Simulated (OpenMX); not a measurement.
# Ag in OpenMX: convergence with NumGridK

Crystal: Ag.

```
CELL_PARAMETERS angstrom
0.01368 2.06465 2.04797
2.03605 0.00360 2.05806
2.02286 2.06154 0.01679
ATOMIC_POSITIONS crystal
Ag 0.99880 0.00036 0.00371
```

The cell isn't the ideal one: cell strained at random at fixed volume.

- Program: OpenMX 3.8.5
- Task: convergence study
- Functional: PBE
- Potentials or basis: OpenMX 2013 PBE set, Ag7.0-s3p2d2, grid cutoff 400 Ry
- k mesh: 9 × 9 × 9
- Occupations: fermi-dirac, width 0.05 eV
- Spin: no spin polarisation

These are the settings of the first run; the series varies NumGridK, with any setting tied to it.

Hardware: 1 thread of Arm Neoverse V1, with other jobs on the host.

The values tried are 400 200, 900 350, 1600 500, 2500 700, 3600 900, 4900 1200, loosest first. From which on does the energy stay within 1 meV/atom of the tightest run that finished?

From 1600 500 on.

| NumGridK | energy less the tightest run, at zero smearing (meV/atom) | SCF cycles | CPU time (s) | peak memory (GiB) |
| --- | --- | --- | --- | --- |
| 400 200 | 3.03 | 14 | 33 | 0.46 |
| 900 350 | 2.09 | 13 | 32 | 0.46 |
| 1600 500 | 0.58 | 15 | 36 | 0.46 |
| 2500 700 | 0.63 | 15 | 36 | 0.46 |
| 3600 900 | 0.18 | 15 | 37 | 0.46 |
| 4900 1200 | 0.00 | 15 | 38 | 0.46 |

Values are those asked for, which the program may round to a finer grid. The tightest run that finished is the yardstick and may itself not be fully converged.
